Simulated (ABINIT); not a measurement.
A run of ABINIT 10.8.3 (patched build):

Contents of run.abi:

```
# Datasets: one volume each
ndtset 7
getwfk -1
scalecart1 3*0.9795861087
scalecart2 3*0.9864848297
scalecart3 3*0.9932883884
scalecart4 3*1.0000000000
scalecart5 3*1.0066227096
scalecart6 3*1.0131594038
scalecart7 3*1.0196128224

# Pseudopotentials
pp_dirpath "./"
pseudos "Si.GGA_PBE-JTH.xml, O.GGA_PBE-JTH.xml"

# Structure
acell 3*1.0 Angstrom
rprim
     5.0605222284     0.0000000000     0.0000000000
    -2.5302611142     4.3825408062     0.0000000000
     0.0000000000     0.0000000000     5.5413533100
ntypat 2
znucl 14 8
natom 9
typat 1 1 1 2 2 2 2 2 2
xred
     0.5000000000     0.0000000000     0.0000000000
     0.5000000000     0.5000000000     0.6666666667
     0.0000000000     0.5000000000     0.3333333333
     0.2086053700     0.7913946300     0.1666666667
     0.2086053700     0.4172107400     0.5000000000
     0.4172107400     0.2086053700     0.8333333333
     0.7913946300     0.2086053700     0.1666666667
     0.7913946300     0.5827892600     0.5000000000
     0.5827892600     0.7913946300     0.8333333333

# Plane-wave basis
ecut 625.861884 eV
pawecutdg 45.0
pawxcdev 0
pawovlp 30

# k points
kptopt 1
ngkpt 6 6 5
nshiftk 1
shiftk 0.0 0.0 0.0

# Exchange and correlation
ixc 11

# Bands and occupations
nband 30
occopt 3
tsmear 0.00183747

# SCF cycle
nstep 100
tolvrs 1.0e-9

# Output
iomode 3
prtwf 1
prtden 0
prteig 0
prtebands 0
prtvol 2
```

Potentials or basis: JTH PAW PBE v2.0.

The run is started by

```bash
$ abinit run.abi > log 2>&1
```

Hardware: 1 thread of Intel(R) Xeon(R) Platinum 8259CL CPU @ 2.50GHz (Skylake/Cascade Lake) (shared host).

Task: How long does it take, and how much memory?

Result: Run time: 21 min on 1 thread of Intel(R) Xeon(R) Platinum 8259CL CPU @ 2.50GHz (Skylake/Cascade Lake) (shared host), peak memory 0.25 GiB. Counts: scf iterations 87, mpi ranks 1, k points 21, bands 30, plane waves 4150.
